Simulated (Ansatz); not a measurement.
## PbSe in Ansatz, settings compared

Input:

```yaml
crystal:
  lattice:
    - [0.0, 3.102905, 3.102905]
    - [3.102905, 0.0, 3.102905]
    - [3.102905, 3.102905, 0.0]
  atoms:
    - { symbol: Pb, position: [0.0, 0.0, 0.0] }
    - { symbol: Se, position: [0.5, 0.5, 0.5] }
  symmetry: { tolerance: 0.0003 }
kpoints:
  mp_grid: { grid: [5, 5, 5], shift: [0, 0, 0] }
magnetization:
  spin_polarized: false
scf:
  occupations: { method: fermi_dirac }
hamiltonian:
  pseudopotentials: { kind: paw }
  xc: r2scan
basis:
  ecutwfc: 500
output:
  forces: true
  stress: true
  eigenvalues: true
relax:
  max_steps: 40
  cell: {}
```

The command:

```bash
ansatz run input.yaml --threads 1 --pin off --max-ram 2560MiB --backend cpu --events-out ev --progress --plain --runs-dir out
```

Origin of the cell: a database entry, scaled a little.

The smearing width isn't typed, so it takes its default of 0.1 eV.

Output of this run (shortened):

```
Pseudopotentials: kind: paw
Pseudopotential: Pb, paw, valence charge 14, recommended cutoff 500 eV (meta_gga), Pb.paw.azcp
Pseudopotential: Se, paw, valence charge 16, recommended cutoff 500 eV (meta_gga), Se.paw.azcp
Functional definition: r2SCAN
  exchange = r2scan_x(k0 = k0, k1 = k1, a1 = a1)
  correlation = r2scan_c
Crystal: 2 atoms, lattice volume = 59.750 Å³
Basis set: ecut = 500 eV, 1471 PW (Γ), exchange–correlation on 144×144×144 points (64 copies of the dense FFT grid, shifted against one another)
Bands: 19, of which v1, the nominal top of the filled ones, is band 15 counted from 1 (14 counted from 0)
Symmetry: 48 space group operations
Space group: Fm-3m (ITA 225), of the structure as read, at distance tolerance 1.2e-3 Å
[… 7 lines left out …]
Initial density: superposition of atomic densities (neutral atoms: chi_scale 0, normalization atom), corrected by the library's trained network
Functional: x = r2scan, c = r2scan; τ floored in thin density (d = 2e-4 eV/Å³)
SCF iter   1: F=—  HF=-17400.341344 eV  Δρ=6.15e-3  dr2=2.62e-2  dr2_τ=3.61e-3
SCF iter   2: F=—  HF=-17400.338037 eV  Δρ=1.75e-3  dr2=1.31e-3  dr2_τ=3.29e-4
SCF iter   3: F=—  HF=-17400.338072 eV  Δρ=6.80e-4  dr2=3.28e-4  dr2_τ=1.25e-5
SCF iter   4: F=—  HF=-17400.338075 eV  Δρ=2.70e-4  dr2=2.61e-5  dr2_τ=1.57e-6
SCF iter   5: F=—  HF=-17400.338080 eV  Δρ=4.55e-5  dr2=5.53e-7  dr2_τ=1.54e-8
SCF iter   6: F=-17400.338081 eV  HF=-17400.338081 eV  Δρ=1.47e-5  dr2=6.29e-8  dr2_τ=2.17e-9
relax step   1: F+E_penalty+E_count = -17400.338081 eV  Δ(F+E_penalty+E_count) = +0.000e0 eV  max|allowed force component| = 0.0 eV/Å  Δτ_max = 0.0000 Å  P = -0.759 GPa  Ω = 59.750 Å³  (6 SCF […]
relax step   2: F+E_penalty+E_count = -17400.339888 eV  Δ(F+E_penalty+E_count) = -1.807e-3 eV  max|allowed force component| = 0.0 eV/Å  Δτ_max = 0.0000 Å  P = +0.343 GPa  Ω = 58.457 Å³  energ […]
relax step   3: F+E_penalty+E_count = -17400.340287 eV  Δ(F+E_penalty+E_count) = -3.994e-4 eV  max|allowed force component| = 0.0 eV/Å  Δτ_max = 0.0000 Å  P = -0.008 GPa  Ω = 58.853 Å³  energ […]
relax step   4: F+E_penalty+E_count = -17400.340258 eV  Δ(F+E_penalty+E_count) = +2.934e-5 eV  max|allowed force component| = 0.0 eV/Å  Δτ_max = 0.0000 Å  P = -0.009 GPa  Ω = 58.853 Å³  stress off target by 8.67e-3 GPa […]
SCF 4 converged in 4 iterations: F = -17400.340258 eV  dr2 = 1.34e-11
basis re-selected at this cell: Δ(F+E_penalty+E_count) = +2.934e-5 eV, ΔP = -0.001 GPa vs the last step (what re-selecting the basis moved, of the pressure what is left beyond the Pulay corre […]
SCF converged after 4 iterations
Free energy (F): -17400.340258 eV
Harris-Foulkes:  -17400.340258 eV  (|F-HF|=6.18e-11)
Internal energy: -17400.340022 eV  (E = F + TS)
E sigma→0 (E₀):  -17400.340140 eV
Entropy (-TS):   -0.000236 eV (-0.118 meV/atom)
Fermi energy:    8.856902 eV
--- Per-component energies (eV) ---
  E_band       = -456.530810
  E_kinetic    = 405.151655
  E_local      = -3572.587113  (includes V_loc(G=0)·N_el)
  E_nonlocal   = -244.715704
  E_hartree    = 1661.721955
  E_xc         = -307.217566
  E_vxc        = -251.344735  (∫ρ·V_xc dr)
  E_paw        = -12356.194255  (= ΣΔE_a)
  E_vpaw       = -132.145040  (= ΣTr[D̂ρ^β])
  E_aug_tail   = -0.000187  (compensation charges beyond the density's cutoff)
  E_vtau       = 15.666379  (kinetic-family band-sum trace: ∫τ·v_τ [+ j·A + Jᵃ·Aᵃ] dr)
  E_ewald      = -2985.699538
  E_core_change = -0.799268  (= ΣΔE_core)
  E_smearing   = -0.000236  (= −TS)
  Σ components = -17400.340258   (vs F -17400.340258, Δ=0.00e0)
--- Forces (eV/Å), atoms counted from 1 ---
  atom   1  Pb    -0.000000     0.000000    -0.000000
  atom   2  Se     0.000000    -0.000000     0.000000
  max |Σ_I F_I| component: 0.0 eV/Å
--- Stress (GPa, compression-positive) ---
       -0.008674      -0.000000      -0.000000
       -0.000000      -0.008674      -0.000000
       -0.000000      -0.000000      -0.008674
  P = ⅓ Tr σ = -0.0087 GPa (-0.087 kbar)
--- Relaxed structure (3 steps of the walk, 3 accepted, 1 SCFs on fresh bases) ---
  F+E_penalty+E_count = -17400.340258 eV   max|allowed force component| = 0.0 eV/Å   (the final SCF, on the basis selected at the relaxed cell)
  cell:  # Å, volume = 58.8533 Å³
    - [0.0, 3.087311, 3.087311]
    - [3.087311, 0.0, 3.087311]
    - [3.087311, 3.087311, 0.0]
  atoms:
    - { symbol: Pb, position: [0.0, 0.0, 0.0] }
    - { symbol: Se, position: [0.5, 0.5, 0.5] }
```

The same input was run again with these changes:

1. `scf.initial_density.chi_scale` default → 0.3; `kpoints.mp_grid.grid` [5, 5, 5] → [3, 3, 3]
2. `hamiltonian.xc` r2scan → pbesol; `scf.initial_density.chi_scale` default → 0.3
3. `kpoints.mp_grid.shift` [0, 0, 0] → [0.5, 0.5, 0.5]; `crystal.symmetry` { tolerance: 0.0003 } → { detect: false }; `scf.eigensolver.kind` default → davidson; `basis.precision` default → f64
4. `scf.eigensolver.kind` default → davidson; `basis.precision` default → f64; `hamiltonian.dispersion` default → d3bjatm

```csv
run,end,SCF iterations,volume (Å³/atom),max force component (eV/Å),moment (μB),ΔE(σ→0) (meV/atom)
base,converged,22,29.43,0.000,–,0
1,converged,24,29.08,0.000,–,-42.65
2,converged,27,28.30,0.000,–,–
3,converged,113,29.56,0.001,–,4.33
4,converged,25,29.02,0.000,–,–
```

Energies are compared only where functional, datasets, charge and starting cell are the same.

Not properties of the system: run 1 (too coarse or loose: `kpoints.mp_grid.grid` = [3, 3, 3]).

Caveats of the base run: no spin-orbit coupling, though heavy elements are present; the relaxation held the start's symmetry, so the end may be a saddle point.

Run 3: the program displaced the start to leave a saddle point.

The base run ran for 7.5 s of wall time on 1 CPU thread(s) of a shared host, from the program's own first density.
